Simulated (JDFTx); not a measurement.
Runs of JDFTx 1.7.0 (patched build) on W. The structure is cubic, space group Im-3m (No. 229). Conventional cell: a = 3.165 Å, b = 3.165 Å, c = 3.165 Å, α = 90.00°, β = 90.00°, γ = 90.00°. W (site symmetry m-3m) has 8 W at 2.74 Å as nearest neighbours. 

```tsv
task	level	potentials or basis	spin	k mesh	cutoff (eV)	smearing	local potential set to -Z/r beyond	max SCF steps	SCF threshold on the energy	solver of the electrons	further solve for the empty bands	gap on the mesh (eV)	pressure (GPa)
single point	PBEsol	PseudoDojo-FR-PBEsol-0.4-standard with smoothed tails	SOC, no magnetisation	9 × 9 × 9	1007	fermi-dirac 0.05 eV	6 bohr	100	1e-08 Ha	scf	yes	none	-2.3
single point	PBEsol	PseudoDojo-SR-PBEsol-0.4.1-standard with smoothed tails	off	12 × 12 × 12	1007	fermi-dirac 0.05 eV	6 bohr	100	1e-09 Ha	scf	yes	none	-2.8
single point	LDA	PseudoDojo-SR-LDA-0.4.1-standard with smoothed tails	off	12 × 12 × 12	952	gaussian 0.05 eV	6 bohr	100	1e-09 Ha	scf	yes	none	(b)
single point	PBE	PseudoDojo-SR-PBE-0.5-standard	off	10 × 10 × 10	1007	fermi-dirac 0.05 eV	-	100	1e-09 Ha	scf	no	none	6.0
single point	LDA	PseudoDojo-FR-PBE-0.4-standard with smoothed tails	SOC, no magnetisation	9 × 9 × 9	1007	fermi-dirac 0.05 eV	6 bohr	100	1e-08 Ha	scf	yes	none	-6.7
single point	LDA	PseudoDojo-SR-LDA-0.4.1-standard with smoothed tails	off	12 × 12 × 12	952	fermi-dirac 0.05 eV	6 bohr	100	1e-09 Ha	scf	yes	none	(a)
```

Alike in all rows: cell as given.

Q: Estimate the missing entries.

A: (a) -9.8; (b) -9.9.

Caveats: the empty levels aren't tightly converged (some runs); the potentials were made for another functional, which shifts forces and pressure (some runs).

A k mesh can miss the band edges, and rows without SOC leave out spin-orbit coupling on W.

A gap of «none» marks a metal or a gap under the smearing width.
